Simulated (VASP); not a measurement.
# BN (P6_3/mmc) in VASP: a series of runs, part 2 of 2

VASP 6.6.1. The steps go on from the part before.

### Step 3. Single point, LDA

The input, INCAR:

```
PREC = Accurate
ENCUT = 520
EDIFF = 1E-7
ISMEAR = 0
SIGMA = 0.01
LREAL = F
LASPH = T
NELM = 100
ALGO = Fast
ISIF = 2
LWAVE = F
LCHARG = F
NBANDS = 16
```

The input, KPOINTS:

```
Automatic mesh
0
Gamma
  12 12 4
```

The input, POSCAR:

```
BN
1.0
    2.4817222478      0.0000000000      0.0000000000
   -1.2408611239      2.1492345117      0.0000000000
    0.0000000000      0.0000000000      5.9673502785
B N
2 2
Direct
    0.3333333333      0.6666666667      0.2500000000
    0.6666666667      0.3333333333      0.7500000000
    0.3333333333      0.6666666667      0.7500000000
    0.6666666667      0.3333333333      0.2500000000
```

Potentials or basis: VASP PAW LDA potentials, release 64 (B, N).

Command:

```bash
cat potpaw_LDA.64/B/POTCAR potpaw_LDA.64/N/POTCAR > POTCAR
mpirun -np 1 vasp_std > vasp.out
```

OUTCAR:

```text
PREC = Accurate
   ENCUT = 520
   EDIFF = 1E-7
   ISMEAR = 0
   LREAL = F
   LASPH = T
   NELM = 100
   ISIF = 2

 ion  position               nearest neighbor table
   1  0.333  0.667  0.250-   4 1.43   4 1.43   4 1.43
   2  0.667  0.333  0.750-   3 1.43   3 1.43   3 1.43
   3  0.333  0.667  0.750-   2 1.43   2 1.43   2 1.43
   4  0.667  0.333  0.250-   1 1.43   1 1.43   1 1.43

  LATTYP: Found a hexagonal cell.
 ALAT       =     2.4817222478
 C/A-ratio  =     2.4045197982

  Lattice vectors:

 A1 = (   2.4817222478,   0.0000000000,   0.0000000000)
 A2 = (  -1.2408611239,   2.1492345117,   0.0000000000)
 A3 = (   0.0000000000,   0.0000000000,   5.9673502785)

Analysis of symmetry for initial positions (statically):
=====================================================================
 Subroutine PRICEL returns:
 Original cell was already a primitive cell.

 Routine SETGRP: Setting up the symmetry group for a
 hexagonal supercell.

 Subroutine GETGRP returns: Found 24 space group operations
 (whereof 12 operations were pure point group operations)
 out of a pool of 24 trial point group operations.

The static configuration has the point symmetry D_3d.
 The point group associated with its full space group is D_6h.

Analysis of symmetry for dynamics (positions and initial velocities):
=====================================================================
 Subroutine PRICEL returns:
 Original cell was already a primitive cell.

 Routine SETGRP: Setting up the symmetry group for a
 hexagonal supercell.

 Subroutine GETGRP returns: Found 24 space group operations
 (whereof 12 operations were pure point group operations)
 out of a pool of 24 trial point group operations.

The dynamic configuration has the point symmetry D_3d.
 The point group associated with its full space group is D_6h.

 Subroutine INISYM returns: Found 24 space group operations
 (whereof 12 operations are pure point group operations),
 and found     1 'primitive' translations

----------------------------------------------------------------------------------------

                                     Primitive cell

  volume of cell :      31.8287

  direct lattice vectors                    reciprocal lattice vectors
     2.481722248  0.000000000  0.000000000     0.402945979  0.232640969  0.000000000
    -1.240861124  2.149234512  0.000000000     0.000000000  0.465281939  0.000000000
     0.000000000  0.000000000  5.967350278     0.000000000  0.000000000  0.167578566

  length of vectors
     2.481722248  2.481722248  5.967350278     0.465281939  0.465281939  0.167578566

  position of ions in fractional coordinates (direct lattice)
     0.333333333  0.666666667  0.250000000
     0.666666667  0.333333333  0.750000000
     0.333333333  0.666666667  0.750000000
     0.666666667  0.333333333  0.250000000

  ion indices of the primitive-cell ions
   primitive index   ion index
                 1           1
                 2           2
                 3           3
                 4           4

----------------------------------------------------------------------------------------

 KPOINTS: Automatic mesh

Automatic generation of k-mesh.
 Grid dimensions read from file:
 generate k-points for:   12   12    4

 Generating k-lattice:

  Cartesian coordinates                     Fractional coordinates (reciprocal lattice)
     0.033578832  0.019386747  0.000000000     0.083333333  0.000000000  0.000000000
     0.000000000  0.038773495  0.000000000     0.000000000  0.083333333  0.000000000
     0.000000000  0.000000000  0.041894641     0.000000000  0.000000000  0.250000000

  Length of vectors
     0.038773495  0.038773495  0.041894641

  Shift w.r.t. Gamma in fractional coordinates (k-lattice)
     0.000000000  0.000000000  0.000000000

 Subroutine IBZKPT returns following result:
 ===========================================

 Found     57 irreducible k-points:

 Following reciprocal coordinates:
            Coordinates               Weight
  0.000000  0.000000  0.000000      1.000000
  0.083333 -0.000000  0.000000      6.000000
  0.166667  0.000000  0.000000      6.000000
  0.250000  0.000000  0.000000      6.000000
  0.333333 -0.000000  0.000000      6.000000
  0.416667  0.000000  0.000000      6.000000
[... 16 lines left out ...]
  0.250000  0.000000  0.250000     12.000000
  0.333333 -0.000000  0.250000     12.000000
 [... further k-points ...]
   k-points           NKPTS =     57   k-points in BZ     NKDIM =     57   number of bands    NBANDS=     16
   number of dos      NEDOS =    301   number of ions     NIONS =      4
   total plane-waves  NPLWV =  15552
   dimension x,y,z NGX =    18 NGY =   18 NGZ =   48
   dimension x,y,z NGXF=    36 NGYF=   36 NGZF=   96
   ions per type =               2   2
   NGX,Y,Z   is equivalent  to a cutoff of  12.06, 12.06, 13.37 a.u.
   NGXF,Y,Z  is equivalent  to a cutoff of  24.12, 24.12, 26.74 a.u.
 SYSTEM =  unknown system
   PREC   = accura    normal or accurate (medium, high low for compatibility)
   ISTART =      0    job   : 0-new  1-cont  2-samecut
   ICHARG =      2    charge: 1-file 2-atom 10-const
   ISPIN  =      1    spin polarized calculation?
   LNONCOLLINEAR =      F non collinear calculations
   LSORBIT =      F    spin-orbit coupling
   LASPH  =      T    aspherical Exc in radial PAW
   ENCUT  =  520.0 eV  38.22 Ry    6.18 a.u.   4.61  4.61 11.10*2*pi/ulx,y,z
   NELM   =    100;   NELMIN=  2; NELMDL= -5     # of ELM steps
   EDIFF  = 0.1E-06   stopping-criterion for ELM
   LREAL  =      F    real-space projection
   EDIFFG = 0.1E-05   stopping-criterion for IOM
   NSW    =      0    number of steps for IOM
   IBRION =     -1    ionic relax: 0-MD 1-quasi-New 2-CG
   NFREE  =      0    steps in history (QN), initial steepest desc. (CG)
   ISIF   =      2    stress and relaxation
   ISYM   =      2    0-nonsym 1-usesym 2-fastsym
   POTIM  = 0.5000    time-step for ionic-motion
   TEBEG  =    0.0;   TEEND  =   0.0 temperature during run
   PSTRESS=    0.0 pullay stress
   NELECT =      16.0000    total number of electrons
   NUPDOWN=      -1.0000    fix difference up-down
   EMIN   =  10.00;   EMAX   =-10.00  energy-range for DOS
   EFERMI =   0.00;   METHOD = LEGACY
   ISMEAR =     0;   SIGMA  =   0.01  broadening in eV -4-tet -1-fermi 0-gaus
   EFERMI_NEDOS =   21; number of points for ismear=-14 and -15
   IALGO  =     68    algorithm
   IMIX   =      4    mixing-type and parameters
     AMIX     =   0.40;   BMIX     =  1.00
     AMIX_MAG =   1.60;   BMIX_MAG =  1.00
  volume/ion in A,a.u.               =       7.96        53.70
  Fermi-wavevector in a.u.,A,eV,Ry     =   1.301693  2.459844 23.053784  1.694405
  Thomas-Fermi vector in A             =   2.432810
   LORBIT       =      0    0 simple, 1 ext, 2 COOP (PROOUT), +10 PAW based schemes
   GGA     = CA    functional components
   LHFCALC =     F    Hartree Fock is set to
   AEXX    =    0.0000 exact exchange contribution
   IVDW    =     0    specifies the selected vdW correction
   LEPSILON=     F    determine dielectric tensor
   LRPA    =     F    only Hartree local field effects (RPA)
 non-spin polarized calculation
 RMM-DIIS sequential band-by-band and
 Gauss-broadening in eV      SIGMA  =   0.01
  energy-cutoff  :      520.00
  volume of cell :       31.83
 maximum number of plane-waves:       872
   NGX =  9   NGY =  9   NGZ = 23

 number of electron      15.9999998 magnetization

 Free energy of the ion-electron system (eV)
  ---------------------------------------------------
  ext. energy  EPLUGINS =         0.00000000
  ---------------------------------------------------
  free energy    TOTEN  =       -38.54737629 eV

  energy without entropy =      -38.54737629  energy(sigma->0) =      -38.54737629

 E-fermi :   3.3740     XC(G=0): -11.2426

 val. band max:        3.3010286951   @ k =   0.3333   0.2500   0.0000
 cond. band min:       7.2212536590   @ k =   0.5000   0.0000   0.0000
 fundamental gap:      3.9202249640
 Fermi energy:         3.3739680954

 k-point     1 :       0.0000    0.0000    0.0000
  band No.  band energies     occupation
      1     -14.7124      2.00000
      2     -14.0482      2.00000
      3      -3.8114      2.00000
      4      -0.2750      2.00000
      5       1.8867      2.00000
      6       1.8867      2.00000
[... 8 lines left out ...]
     15      16.3893      0.00000
     16      16.4360      0.00000
[... 420 lines left out ...]
  band No.  band energies     occupation
      1     -12.5637      2.00000
      2     -12.2182      2.00000
      3      -3.7378      2.00000
      4      -3.5811      2.00000
      5      -0.4965      2.00000
      6      -0.4314      2.00000
[... 8 lines left out ...]
     15      21.9681      0.00000
     16      22.0651      0.00000

 [... further k-points ...]
[... 5 lines left out ...]
  --------------------------------------------------------------------------------------
  -------------------------------------------------------------------------------------
  Total        0.9615117      0.9615117      0.7599879     -0.0000000     -0.0000000      0.0000000
  in kB       48.4001416     48.4001416     38.2559281     -0.0000000     -0.0000000      0.0000000
  external PRESSURE =      45.0187371 kB  Pullay stress =       0.0000000 kB

 VOLUME and BASIS-vectors are now :
 -----------------------------------------------------------------------------
  energy-cutoff  :      520.00
  volume of cell :       31.83
      direct lattice vectors                 reciprocal lattice vectors
     2.481722248  0.000000000  0.000000000     0.402945979  0.232640969  0.000000000
    -1.240861124  2.149234512  0.000000000     0.000000000  0.465281939  0.000000000
     0.000000000  0.000000000  5.967350278     0.000000000  0.000000000  0.167578566

 POSITION                                       TOTAL-FORCE (eV/Angst)
 -----------------------------------------------------------------------------------
     -0.00000      1.43282      1.49184         0.000000      0.000000      0.000000
      1.24086      0.71641      4.47551         0.000000     -0.000000      0.000000
     -0.00000      1.43282      4.47551         0.000000     -0.000000      0.000000
      1.24086      0.71641      1.49184        -0.000000      0.000000      0.000000
 -----------------------------------------------------------------------------------
    total drift:                               -0.000000      0.000000      0.000000

  FREE ENERGIE OF THE ION-ELECTRON SYSTEM (eV)
  ---------------------------------------------------
  free  energy   TOTEN  =       -38.5473762887 eV

  energy  without entropy=      -38.5473762887  energy(sigma->0) =      -38.54737629
```

OSZICAR:

```text
N       E                     dE             d eps       ncg     rms          rms(c)
DAV:   1     0.407572997215E+02    0.40757E+02   -0.80845E+03  1832   0.934E+02
DAV:   2    -0.399407909241E+02   -0.80698E+02   -0.73401E+02  2536   0.215E+02
DAV:   3    -0.425350763237E+02   -0.25943E+01   -0.25848E+01  2320   0.367E+01
DAV:   4    -0.425463595413E+02   -0.11283E-01   -0.11282E-01  2328   0.279E+00
DAV:   5    -0.425464389706E+02   -0.79429E-04   -0.79428E-04  2232   0.220E-01    0.112E+01
RMM:   6    -0.390179026184E+02    0.35285E+01   -0.49681E+00  1906   0.134E+01    0.494E+00
RMM:   7    -0.386507898873E+02    0.36711E+00   -0.64904E-01  1999   0.512E+00    0.292E+00
RMM:   8    -0.385539630817E+02    0.96827E-01   -0.20882E-01  2066   0.294E+00    0.478E-01
RMM:   9    -0.385475594842E+02    0.64036E-02   -0.20000E-02  2125   0.104E+00    0.181E-01
RMM:  10    -0.385475647844E+02   -0.53002E-05   -0.14719E-03  2175   0.291E-01    0.908E-02
RMM:  11    -0.385473729663E+02    0.19182E-03   -0.33875E-04  2153   0.132E-01    0.191E-02
RMM:  12    -0.385473757066E+02   -0.27403E-05   -0.41151E-05  2198   0.480E-02    0.849E-03
RMM:  13    -0.385473762668E+02   -0.56022E-06   -0.48792E-06  2230   0.161E-02    0.218E-03
RMM:  14    -0.385473764091E+02   -0.14224E-06   -0.10380E-06  2174   0.686E-03    0.342E-03
RMM:  15    -0.385473762898E+02    0.11932E-06   -0.36481E-07  2045   0.417E-03    0.461E-04
RMM:  16    -0.385473762887E+02    0.10987E-08   -0.21737E-08  1347   0.110E-03
   1 F= -.38547376E+02 E0= -.38547376E+02  d E =-.922655E-27
```

stdout:

```text
POSCAR found type information on POSCAR B N
 POSCAR found :  2 types and       4 ions
 scaLAPACK will be used
 LDA part: xc-table for (Slater(with rela. corr.)+CA(PZ))
 , standard interpolation
 POSCAR, INCAR and KPOINTS ok, starting setup
 FFT: planning ... GRIDC
 FFT: planning ... GRID_SOFT
 FFT: planning ... GRID
 WAVECAR not read
 entering main loop
```

It took 12 s on 1 thread of AMD EPYC 9R45 (Zen 5), shared host; peak memory 0.11 GiB.

What came out:

```
Free energy            : -38.5474 eV
Pressure               : 4.5 GPa
Band gap on the k mesh : 3.92 eV, indirect (least direct gap 4.22 eV)
```

Stress tensor (GPa, compression positive):
```
4.84 0.00 0.00
0.00 4.84 0.00
0.00 0.00 3.83
```

Levels at points of the mesh, in eV from the valence-band top:
```tsv
k point	band 4	band 5	band 6	band 7	band 8	band 9	band 10	band 11	band 12	band 13
(0.00, 0.00, 0.00)	-3.58	-1.41	-1.41	-1.31	-1.31	5.78	11.38	11.49	11.49	11.77
(0.50, 0.00, 0.00)	-8.96	-4.33	-4.16	-2.03	-0.30	3.92	6.10	9.81	9.98	12.96
(0.00, 0.00, 0.50)	-5.58	-1.36	-1.36	-1.36	-1.36	8.83	8.83	11.62	11.62	11.62
(0.50, 0.00, 0.50)	-9.05	-4.24	-4.24	-1.07	-1.07	4.49	4.49	10.17	10.17	13.98
```

A k mesh can miss the band edges. A hybrid or GW would open this gap; LDA tends to underestimate it.

### Step 4. Relaxation of cell and atoms, LDA, target pressure 4 GPa, at which the enthalpy is minimised (cell)

The input, INCAR:

```
SYSTEM = BN
PREC = Accurate
ENCUT = 600
EDIFF = 1E-6
ISMEAR = 0
SIGMA = 0.01
LREAL = .FALSE.
LASPH = .TRUE.
NELM = 60
ALGO = Fast
ISIF = 3
LWAVE = .FALSE.
LCHARG = .FALSE.
GGA = CA
IBRION = 2
NSW = 80
EDIFFG = -0.003
PSTRESS = 40.0
```

The input, KPOINTS:

```
Automatic mesh
0
G
  12 12 4
  0 0 0
```

The input, POSCAR:

```
BN
1.0
    2.4982400000      0.0000000000      0.0000000000
   -1.2491200000      2.1635393048      0.0000000000
    0.0000000000      0.0000000000      6.6357000000
B N
2 2
Direct
    0.3333333333      0.6666666667      0.2500000000
    0.6666666667      0.3333333333      0.7500000000
    0.3333333333      0.6666666667      0.7500000000
    0.6666666667      0.3333333333      0.2500000000
```

Command:

```bash
cat potpaw_LDA.64/B/POTCAR potpaw_LDA.64/N/POTCAR > POTCAR
mpirun -np 1 vasp_std > vasp.out
```

Run time: 86 s. Hardware: 1 thread of AMD EPYC 9R45 (Zen 5), shared host; peak memory 0.12 GiB.

The run converged. Its results:

- Free energy: -38.5570 eV
- Relaxed volume: 7.93 Å³/atom
- Relaxed cell: a = 2.483 Å, b = 2.483 Å, c = 5.940 Å, α = 90.00°, β = 90.00°, γ = 120.00°
- Space group after relaxing (to 0.05 Å): P6_3/mmc (No. 194)
- Energy change on relaxing (the enthalpy is what falls): +6.2 meV/atom
- Ionic steps: 17
- Pressure after relaxing: 4.0 GPa
- Band gap on the k mesh: 3.92 eV, indirect (least direct gap 4.21 eV)

The path:
| step | energy change (eV) | largest force (eV/Å) | pressure (GPa) | volume (Å³) |
| --- | --- | --- | --- | --- |
| 1 | 0.0000 | 0.0000 | -2.66 | 35.87 |
| 2 | 0.0727 | 0.0000 | 13.88 | 33.97 |
| 3 | 0.0020 | 0.0000 | 3.37 | 35.12 |
| 4 | 0.0001 | 0.0000 | 3.33 | 34.69 |
| 5 | 0.0007 | 0.0000 | 3.43 | 33.41 |
| 6 | 0.0535 | 0.0000 | 4.73 | 30.82 |
| 7 | 0.0210 | 0.0000 | 4.05 | 31.87 |
| 8 | 0.0241 | 0.0000 | 4.15 | 31.74 |
| 9 | 0.0258 | 0.0000 | 4.17 | 31.67 |
| 10 | 0.0241 | 0.0000 | 3.32 | 31.75 |
| 11 | 0.0255 | 0.0000 | 4.00 | 31.68 |
| 12 | 0.0255 | 0.0000 | 4.02 | 31.68 |
| 13 | 0.0255 | 0.0000 | 4.02 | 31.68 |
| 14 | 0.0252 | 0.0000 | 4.05 | 31.70 |
| 15 | 0.0243 | 0.0000 | 4.08 | 31.73 |
| 16 | 0.0246 | 0.0000 | 4.05 | 31.72 |
| 17 | 0.0249 | 0.0000 | 4.04 | 31.71 |

Final structure:
```yaml
crystal:
  lattice:
    - [2.48277, 0.00000, 0.00000]
    - [-1.24138, 2.15014, 0.00000]
    - [0.00000, 0.00000, 5.93955]
  atoms:
    - { symbol: B, position: [0.33333, 0.66667, 0.25000] }
    - { symbol: B, position: [0.66667, 0.33333, 0.75000] }
    - { symbol: N, position: [0.33333, 0.66667, 0.75000] }
    - { symbol: N, position: [0.66667, 0.33333, 0.25000] }
```

Levels at points of the mesh, in eV from the valence-band top:
| k point | band 5 | band 6 | band 7 | band 8 | band 9 | band 10 | band 11 | band 12 |
| --- | --- | --- | --- | --- | --- | --- | --- | --- |
| (0.00, 0.00, 0.00) | -1.42 | -1.42 | -1.31 | -1.31 | 5.83 | 11.42 | 11.47 | 11.47 |
| (0.50, 0.00, 0.00) | -4.33 | -4.16 | -2.06 | -0.29 | 3.92 | 6.13 | 9.81 | 9.96 |
| (0.00, 0.00, 0.50) | -1.37 | -1.37 | -1.37 | -1.37 | 8.90 | 8.90 | 11.61 | 11.61 |
| (0.50, 0.00, 0.50) | -4.24 | -4.24 | -1.07 | -1.07 | 4.49 | 4.49 | 10.16 | 10.16 |

Caveat: the cell is relaxed towards a set pressure, so the enthalpy falls and the energy may rise.

### Step 5. Summary

| task | cell | cutoff (eV) | target pressure | gap on the mesh (eV) | pressure (GPa) |
| --- | --- | --- | --- | --- | --- |
| single point | cell | 520 | - | 3.92 | 4.5 |
| single point | as given | 520 | - | 3.92 | 4.5 |
| relaxation of cell and atoms | relaxed to 4 GPa from: cell | 600 | 4 GPa | 3.92 | 4.0 |

Alike in all rows: level LDA; potentials or basis VASP PAW LDA potentials, release 64 (B, N); no spin polarisation; k mesh 12 × 12 × 4; smearing gaussian 0.01 eV.

Caveats: the cell is relaxed towards a set pressure, so the enthalpy falls and the energy may rise (some runs).

Total energies depend on the potentials used, so only differences within one code and one set of settings carry meaning.
